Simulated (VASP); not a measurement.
**Rb: single point with RPBE**

The system is Rb.

```xyz
3
Lattice="8.3691 0.0000 0.0000 -4.1845 7.2478 0.0000 0.0000 0.0000 5.0084" Properties=species:S:1:pos:R:3 pbc="T T T"
Rb    4.1845    7.2478    0.0000
Rb    0.0000    4.8319    2.5042
Rb    4.1845    2.4159    2.5042
```

This isn't the form of Rb at room conditions, which is bcc.

```
Program             : VASP 6.6.1
Task                : single point
Functional          : RPBE
Potentials or basis : VASP PAW PBE potentials, release 64 (Rb_sv)
Cutoff              : 520 eV
k mesh              : 6 × 6 × 8
Occupations         : fermi-dirac, width 0.1 eV
Spin                : no spin polarisation
```

| Quantity | Value |
| --- | --- |
| Pressure | 0.0 GPa |
| Band gap on the k mesh | none (metal or under the smearing width) |

Levels at points of the mesh, in eV from the Fermi level:
```csv
k point,band 10,band 11,band 12,band 13,band 14,band 15,band 16,band 17
"(0.00, 0.00, 0.00)",-13.06,-13.06,-13.04,-1.82,1.00,1.00,1.01,1.01
"(0.50, 0.00, 0.00)",-13.06,-13.06,-13.04,-0.99,-0.98,0.25,0.65,2.20
"(0.00, 0.00, 0.50)",-13.09,-13.06,-13.06,-0.24,-0.07,1.41,1.41,1.52
"(0.50, 0.00, 0.50)",-13.09,-13.06,-13.06,0.37,0.38,0.64,0.65,1.25
```

It took 2.8 min on 1 thread of Intel(R) Xeon(R) 6975P-C (Granite Rapids) (shared host), peak memory 0.48 GiB.

Caveat: the PAW data sets were made with another functional, which shifts forces and pressure a little.
